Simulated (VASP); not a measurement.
Si (distorted diamond): a r²SCAN single-point calculation in VASP

INCAR

```
EDIFF = 1E-7
NELM = 120
LWAVE = .FALSE.
NBANDS = 11
ALGO = Normal
ISMEAR = -1
ISIF = 2
LCHARG = .FALSE.
PREC = Accurate
IBRION = -1
ENCUT = 520
LASPH = .TRUE.
SIGMA = 0.02
LREAL = .FALSE.
METAGGA = R2SCAN
NSW = 0
```

KPOINTS

```
KPOINTS created by Atomic Simulation Environment
0
Gamma
6 6 6
0 0 0
```

POSCAR

```
Si
 1.0000000000000000
    -0.0678000000000000    2.6848999999999998    2.7610000000000001
     2.7254000000000000   -0.0871000000000000    2.7803000000000000
     2.6797000000000000    2.6585000000000001   -0.0414000000000000
 Si
   2
Cartesian
  0.1198955400000000  2.6633995599999998  2.6582912900000002
  1.5203229800000000  1.3887673199999999  1.0657750300000000
```

VASP ran with the recommended PBE PAW datasets (8 valence electrons in the cell).

Command

```
mpirun -np 1 vasp_std
```

OSZICAR

```
N       E                     dE             d eps       ncg     rms          rms(c)
DAV:   1    -0.999851930960E+00   -0.99985E+00   -0.32698E+03  2464   0.581E+02
DAV:   2    -0.177582514907E+02   -0.16758E+02   -0.15990E+02  3283   0.842E+01
DAV:   3    -0.182949626232E+02   -0.53671E+00   -0.53502E+00  3109   0.127E+01
DAV:   4    -0.182991494215E+02   -0.41868E-02   -0.41861E-02  2934   0.142E+00
DAV:   5    -0.182991905112E+02   -0.41090E-04   -0.41089E-04  3203   0.132E-01    0.601E+00
DAV:   6    -0.171084432535E+02    0.11907E+01   -0.13668E-01  2823   0.219E+00    0.409E+00
DAV:   7    -0.171041920118E+02    0.42512E-02   -0.15794E-01  2728   0.202E+00    0.341E-01
DAV:   8    -0.171027810363E+02    0.14110E-02   -0.10023E-02  2878   0.603E-01    0.428E-01
DAV:   9    -0.171029382855E+02   -0.15725E-03   -0.45632E-04  3121   0.151E-01    0.883E-02
DAV:  10    -0.171029240694E+02    0.14216E-04   -0.46573E-05  2920   0.389E-02    0.451E-02
DAV:  11    -0.171029246056E+02   -0.53623E-06   -0.95799E-06  2885   0.207E-02    0.300E-03
DAV:  12    -0.171029250822E+02   -0.47659E-06   -0.32676E-07  2997   0.383E-03    0.366E-03
DAV:  13    -0.171029255262E+02   -0.44398E-06   -0.10365E-07  1914   0.207E-03    0.631E-04
DAV:  14    -0.171029253157E+02    0.21049E-06   -0.10592E-08  1601   0.643E-04    0.147E-04
DAV:  15    -0.171029253166E+02   -0.88971E-09   -0.10069E-09  1490   0.246E-04
   1 F= -.17102925E+02 E0= -.17102897E+02  d E =-.562176E-04
```

From OUTCAR

```
k-points           NKPTS =    112   k-points in BZ     NKDIM =    112   number of bands    NBANDS=     11

   NELECT =       8.0000    total number of electrons

   dimension x,y,z NGX =    30 NGY =   30 NGZ =   28
   dimension x,y,z NGXF=    60 NGYF=   60 NGZF=   56

  energy-cutoff  :      520.00
  volume of cell :       41.46
      direct lattice vectors                 reciprocal lattice vectors
    -0.067800000  2.684900000  2.761000000    -0.178206526  0.182436980  0.180402952
     2.725400000 -0.087100000  2.780300000     0.179737088 -0.178400058  0.177896592
     2.679700000  2.658500000 -0.041400000     0.185864887  0.186058419 -0.176366031

 k-points in reciprocal lattice and weights: KPOINTS created by Atomic Simulation Env
   0.00000000  0.00000000  0.00000000       0.005
   0.16666667  0.00000000  0.00000000       0.009
   0.33333333  0.00000000 -0.00000000       0.009
   0.50000000  0.00000000  0.00000000       0.005
   0.00000000  0.16666667 -0.00000000       0.009
   0.16666667  0.16666667  0.00000000       0.009
   0.33333333  0.16666667  0.00000000       0.009
   0.50000000  0.16666667  0.00000000       0.009
   ...

 E-fermi :   5.9527

 k-point     1 :       0.0000    0.0000    0.0000
  band No.  band energies     occupation
      1      -6.9955      2.00000
      2       4.3471      2.00000
      3       5.3968      2.00000
      4       6.5081      0.00000
      5       7.0458      0.00000
      6       7.8171      0.00000
      7       8.8530      0.00000
      8       9.2515      0.00000
      9      13.5012      0.00000
     10      13.6965      0.00000
     11      13.7998      0.00000

 k-point     2 :       0.1667    0.0000    0.0000
  band No.  band energies     occupation
      1      -6.6487      2.00000
      2       2.9360      2.00000
      3       4.1749      2.00000
      4       5.6070      2.00000
      5       7.3872      0.00000
      6       8.4324      0.00000
      7       9.5665      0.00000
      8      11.0845      0.00000
      9      12.9206      0.00000
     10      13.1057      0.00000
     11      15.0718      0.00000

 k-point     3 :       0.3333    0.0000   -0.0000
  band No.  band energies     occupation
      1      -5.7017      2.00000
      2       0.0458      2.00000
      3       3.7068      2.00000
      4       5.0258      2.00000
      5       7.1129      0.00000
      6       8.2382      0.00000
      7      10.0882      0.00000
      8      13.4513      0.00000
      9      13.9722      0.00000
     10      14.1129      0.00000
     11      15.0915      0.00000

 k-point     4 :       0.5000    0.0000    0.0000
  band No.  band energies     occupation
      1      -4.9020      2.00000
      2      -1.4426      2.00000
      3       3.5290      2.00000
      4       4.8445      2.00000
      5       6.9107      0.00000
      6       8.0329      0.00000
      7       9.9727      0.00000
      8      13.6251      0.00000
      9      16.2622      0.00000
     10      16.4953      0.00000
     11      16.8609      0.00000

 k-point     5 :       0.0000    0.1667   -0.0000
  band No.  band energies     occupation
      1      -6.6701      2.00000
      2       3.2197      2.00000
      3       4.1771      2.00000
      4       5.1783      2.00000
      5       7.5583      0.00000
      6       8.4459      0.00000
      7       9.4029      0.00000
      8      11.1246      0.00000
      9      13.1128      0.00000
     10      13.3591      0.00000
     11      15.1085      0.00000

 k-point     6 :       0.1667    0.1667    0.0000
  band No.  band energies     occupation
      1      -6.5257      2.00000
      2       3.0697      2.00000
      3       3.8159      2.00000
      4       4.5134      2.00000
      5       7.3274      0.00000
      6       9.6716      0.00000
      7       9.9864      0.00000
      8      10.3700      0.00000
      9      12.0233      0.00000
     10      14.1801      0.00000
     11      15.7411      0.00000

 k-point     7 :       0.3333    0.1667    0.0000
  band No.  band energies     occupation
      1      -5.7338      2.00000
      2       0.6875      2.00000
      3       3.2282      2.00000
      4       3.9603      2.00000
      5       7.2865      0.00000
      6       9.2864      0.00000
      7      10.5031      0.00000
      8      11.2739      0.00000
      9      14.3925      0.00000
     10      15.0626      0.00000
     11      16.1912      0.00000

 k-point     8 :       0.5000    0.1667    0.0000
  band No.  band energies     occupation
      1      -4.7211      2.00000
      2      -1.1877      2.00000
      3       2.9338      2.00000
      4       3.2275      2.00000
      5       7.4059      0.00000
      6       9.3922      0.00000
      7      11.0380      0.00000
      8      12.3411      0.00000
      9      14.9709      0.00000
     10      16.3436      0.00000
     11      17.2883      0.00000

 k-point     9 :      -0.3333    0.1667    0.0000
  band No.  band energies     occupation
      1      -5.1077      2.00000
      2      -0.4259      2.00000
      3       2.4786      2.00000
      4       3.5439      2.00000
      5       7.8661      0.00000
      6       9.4726      0.00000
      7      10.7944      0.00000
      8      12.9032      0.00000
      9      13.6027      0.00000
     10      15.1323      0.00000
     11      17.1100      0.00000

 k-point    10 :      -0.1667    0.1667    0.0000
  band No.  band energies     occupation
      1      -6.1371      2.00000
      2       2.1813      2.00000
      3       2.6776      2.00000
      4       4.1021      2.00000
      5       8.5134      0.00000
      6       9.0798      0.00000
      7       9.9506      0.00000
      8      11.5649      0.00000
      9      12.2509      0.00000
     10      15.5779      0.00000
     11      16.4033      0.00000

 k-point    11 :       0.0000    0.3333   -0.0000
  band No.  band energies     occupation
      1      -5.8047      2.00000
      2       0.3552      2.00000
      3       3.7711      2.00000
      4       4.6923      2.00000
      5       7.2296      0.00000
      6       8.3401      0.00000
      7       9.6589      0.00000
      8      13.5651      0.00000
      9      14.1263      0.00000
     10      14.4679      0.00000
     11      15.1875      0.00000

 k-point    12 :       0.1667    0.3333   -0.0000
  band No.  band energies     occupation
      1      -5.8028      2.00000
      2       1.0597      2.00000
      3       3.2043      2.00000
      4       3.5596      2.00000
      5       7.3947      0.00000
      6       9.6644      0.00000
      7      10.2612      0.00000
      8      10.9793      0.00000
      9      14.6283      0.00000
     10      15.3173      0.00000
     11      16.3285      0.00000

 k-point    13 :       0.3333    0.3333   -0.0000
  band No.  band energies     occupation
      1      -5.1707      2.00000
      2       0.1633      2.00000
      3       2.7360      2.00000
      4       3.1154      2.00000
      5       6.4426      0.00000
      6       7.7779      0.00000
      7      12.8977      0.00000
      8      13.1134      0.00000
      9      15.2135      0.00000
     10      15.7275      0.00000
     11      18.8304      0.00000

 k-point    14 :       0.5000    0.3333    0.0000
  band No.  band energies     occupation
      1      -4.1698      2.00000
      2      -1.2841      2.00000
      3       2.0796      2.00000
      4       2.5952      2.00000
      5       6.5517      0.00000
      6       8.5695      0.00000
      7      13.1001      0.00000
      8      13.6391      0.00000
      9      15.9898      0.00000
     10      16.7622      0.00000
     11      17.8118      0.00000

 k-point    15 :      -0.3333    0.3333   -0.0000
  band No.  band energies     occupation
      1      -4.2593      2.00000
      2      -0.9084      2.00000
      3       1.0448      2.00000
      4       2.9565      2.00000
      5       7.0426      0.00000
      6      11.6614      0.00000
      7      12.2413      0.00000
      8      12.8217      0.00000
      9      13.5324      0.00000
     10      13.7975      0.00000
     11      19.1250      0.00000

 k-point    16 :      -0.1667    0.3333   -0.0000
  band No.  band energies     occupation
      1      -5.2064      2.00000
      2      -0.1136      2.00000
      3       2.2371      2.00000
      4       3.6159      2.00000
      5       7.9200      0.00000
      6       9.4273      0.00000
      7      10.4928      0.00000
      8      13.0807      0.00000
      9      13.6475      0.00000
     10      15.4165      0.00000
     11      16.8697      0.00000

 ...

  Total        0.4323693      0.4560231     -0.6279223      2.7407983      0.0796929     -0.5225721
  in kB       16.7098541     17.6240046    -24.2674259    105.9241196      3.0799060    -20.1959373
  external PRESSURE =       3.3554776 kB  Pullay stress =       0.0000000 kB

 POSITION                                       TOTAL-FORCE (eV/Angst)
 -----------------------------------------------------------------------------------
      0.11990      2.66340      2.65829         0.489624      1.007211     -2.890588
      1.52032      1.38877      1.06578        -0.489624     -1.007211      2.890588
 -----------------------------------------------------------------------------------
    total drift:                                0.000024      0.000042     -0.000027

  FREE ENERGIE OF THE ION-ELECTRON SYSTEM (eV)
  ---------------------------------------------------
  free  energy   TOTEN  =       -17.1029253166 eV

  energy  without entropy=      -17.1028690990  energy(sigma->0) =      -17.10289721
```

```json
{
  "gap between bands v and c on the k mesh": "-0.62 eV (bands overlap: a metal)",
  "least direct gap on the k mesh": "0.54 eV",
  "pressure": "0.3 GPa",
  "largest force": "3.10 eV/Å"
}
```

Band v is the last that the valence electrons fill when counted band by band, and c is the next.

The run took about 90 s on one core of a shared host (Intel Xeon 6975P-C) and held 0.18 GiB at most.
